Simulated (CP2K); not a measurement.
Crystal: BaTiO3.

```
Ba Ti O
1.0
     3.80317    0.00000    0.00000
     0.04607    4.13026    0.00000
     0.23214    0.12224    7.97025
Ba Ti O
2 2 6
Direct
  0.04486 0.90917 0.49511
  0.00815 0.92181 0.02441
  0.45719 0.52057 0.20539
  0.50232 0.47064 0.76225
  0.48144 0.03993 0.24039
  0.45629 0.07298 0.69357
  0.53803 0.54059 0.44980
  0.52906 0.55800 0.03050
  0.98202 0.45740 0.26038
  0.00064 0.50892 0.83819
```

The cell isn't the ideal one: all atoms moved at random.

Base run:

| Quantity | Value |
| --- | --- |
| Program | CP2K 2026.2 |
| Functional | LDA |
| Potentials or basis | POTENTIAL_UZH Ba GTH-PBE-q10, Ti GTH-PBE-q12, O GTH-PBE-q6; DZVP-MOLOPT-PBE-GTH basis |
| Density cutoff | 11565 eV |
| k mesh | 6 × 5 × 3 |
| Occupations | fermi-dirac, width 0.05 eV |
| Spin | no spin polarisation |

Its results: band gap on the k mesh 0.64 eV, indirect (least direct gap 0.77 eV); pressure 32.7 GPa; largest force 28.309 eV/Å.

**Question.** The run is repeated on the same cell with these changes: functional from LDA to vdW-DF2. What comes out?

**Answer.** Band gap on the k mesh 0.62 eV, indirect (least direct gap 0.73 eV); pressure 51.3 GPa; largest force 28.844 eV/Å.

Caveats: the potentials were made for another functional, which shifts forces and pressure; spin-orbit coupling is left out, which moves the levels of the heavy elements; an odd mesh through Γ misses points on the zone boundary, where band edges often lie; the basis of atomic orbitals isn't converged, which shifts pressures, moduli and gaps.
